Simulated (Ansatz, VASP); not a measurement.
## One calculation of ScAl3, two programs

File INCAR:

```
PREC = Accurate
ENCUT = 520
EDIFF = 1E-7
ISMEAR = 0
SIGMA = 0.1
LREAL = False
LASPH = True
NELM = 60
ALGO = Fast
ISIF = 2
LWAVE = False
LCHARG = True
GGA = PE
LELF = True
LVHAR = True
NBANDS = 18
```

Contents of KPOINTS:

```
regular mesh
0
Gamma
  6 6 6
```

File POSCAR:

```
ScAl3
1.0
    4.5203911200      2.6098490300      0.9227209700
   -4.5203911200      2.6098490300      0.9227209700
    0.0000000000     -5.2196980600      0.9227209700
Sc Al
1 3
Direct
    0.5000000000      0.5000000000      0.5000000000
    0.0000000000      0.0000000000      0.5000000000
    0.0000000000      0.5000000000      0.0000000000
    0.5000000000      0.0000000000      0.0000000000
```

Input for Ansatz:

```yaml
crystal:
  lattice:
    - [4.52039112, 2.60984903, 0.92272097]
    - [-4.52039112, 2.60984903, 0.92272097]
    - [0.0, -5.21969806, 0.92272097]
  atoms:
    - { symbol: Sc, position: [0.5, 0.5, 0.5] }
    - { symbol: Al, position: [0.0, 0.0, 0.5] }
    - { symbol: Al, position: [0.0, 0.5, 0.0] }
    - { symbol: Al, position: [0.5, 0.0, 0.0] }
basis:
  ecutwfc: 420
kpoints:
  mp_grid: { grid: [6, 6, 6] }
hamiltonian:
  xc: pbe
scf:
  occupations: { method: gaussian, width: 0.1 }
  lower_state_search: "off"
output:
  forces: true
  stress: true
  eigenvalues: true
```

Alike in both runs: task single point; functional PBE; k mesh 6 × 6 × 6; occupations gaussian, width 0.1 eV; no spin polarisation.

|  | VASP | Ansatz |
| --- | --- | --- |
| version | VASP 6.6.1 | Ansatz 0.2.0 |
| potentials or method | VASP PAW PBE potentials, release 64 (Sc_sv, Al) | scalar-relativistic, plane waves, PAW |
| plane-wave cutoff (eV) | 520 | 420 |
| valence electrons in the cell | 20 | 20 |

|  | VASP | Ansatz | Ansatz less VASP |
| --- | --- | --- | --- |
| gap on the k mesh at the Fermi level (eV) | none | none | - |
| pressure (GPa) | 8.5 | 8.5 | -0.06 |
| largest component of the traceless stress (GPa) | 1.66 | 1.66 | -0.008 |

A gap of «none» marks a metal or a gap that the smearing closes. The functional is the same, so the differences come from potentials, cutoffs and numerics.

Caveats: the k mesh is coarse (spacing up to 0.40 Å⁻¹), so the values aren't converged.
